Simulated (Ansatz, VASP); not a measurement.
# AgCl: VASP beside Ansatz

Contents of INCAR:

```
SYSTEM = AgCl
ALGO     = Normal         ! electronic algorithm
EDIFF    = 1E-8           ! SCF threshold, eV
ENCUT    = 520            ! plane-wave cutoff, eV
GGA      = PS             ! functional
ISIF     = 2              ! what is computed and relaxed
ISMEAR   = -1             ! smearing method
LASPH    = .TRUE.         ! aspherical terms in the spheres
LCHARG   = .FALSE.        ! write CHGCAR
LEFG     = .TRUE.       
LREAL    = .FALSE.        ! projectors in reciprocal space
LWAVE    = .FALSE.        ! write WAVECAR
NBANDS   = 16             ! bands
NELM     = 100            ! most SCF steps
PREC     = Accurate       ! precision mode
SIGMA    = 0.01           ! smearing width, eV
```

Contents of KPOINTS:

```
k-points
0
G
  9 9 9
  0 0 0
```

The input POSCAR:

```
AgCl
1.0
    0.0000000000      2.7165392174      2.7165392174
    2.7165392174      0.0000000000      2.7165392174
    2.7165392174      2.7165392174      0.0000000000
Ag Cl
1 1
Direct
    0.5000000000      0.5000000000      0.5000000000
    0.0000000000      0.0000000000      0.0000000000
```

Input for Ansatz:

```yaml
crystal:
  lattice:
    - [0.0, 2.7165392174, 2.7165392174]
    - [2.7165392174, 0.0, 2.7165392174]
    - [2.7165392174, 2.7165392174, 0.0]
  atoms:
    - { symbol: Ag, position: [0.5, 0.5, 0.5] }
    - { symbol: Cl, position: [0.0, 0.0, 0.0] }
kpoints:
  mp_grid: { grid: [9, 9, 9] }
scf:
  occupations: { method: fermi_dirac, width: 0.01 }
hamiltonian:
  xc: pbesol
  pseudopotentials: { kind: all_electron, datasets: crystal }
output:
  forces: true
  stress: true
  eigenvalues: true
  efg: { contact_densities: true }
```

Change from the starting cell: volume scaled by 0.94, crystal datasets.

Alike in both runs: task electric field gradients; functional PBEsol; k mesh 9 × 9 × 9; occupations fermi-dirac, width 0.01 eV; no spin polarisation.

```csv
,VASP,Ansatz
version,VASP 6.6.1,Ansatz 0.2.0
potentials or method,"VASP PAW PBE potentials, release 64 (Ag, Cl)","all-electron PAW with datasets made for the crystal, scalar-relativistic"
plane-wave cutoff (eV),520,see its input
```

Ansatz gave:

| Item | Value |
| --- | --- |
| gap on the k mesh at the Fermi level (eV) | 0.78 |
| pressure (GPa) | 0.5 |
| Vzz of the field gradient on the site that differs most (V/Å²) | 0.0 |

**Question.** Estimate VASP's values.

**Answer.** gap on the k mesh at the Fermi level (eV): 0.77; pressure (GPa): 0.4; Vzz of the field gradient on the site that differs most (V/Å²): 0.0.

Ansatz ran all-electron here, so the differences hold the error of VASP's frozen core and of both bases. Ansatz warned: «gradients_without_spin_orbit».

Caveats: the PAW data sets were made with another functional, which shifts forces and pressure a little (VASP); an odd mesh through Γ misses points on the zone boundary, where band edges often lie.
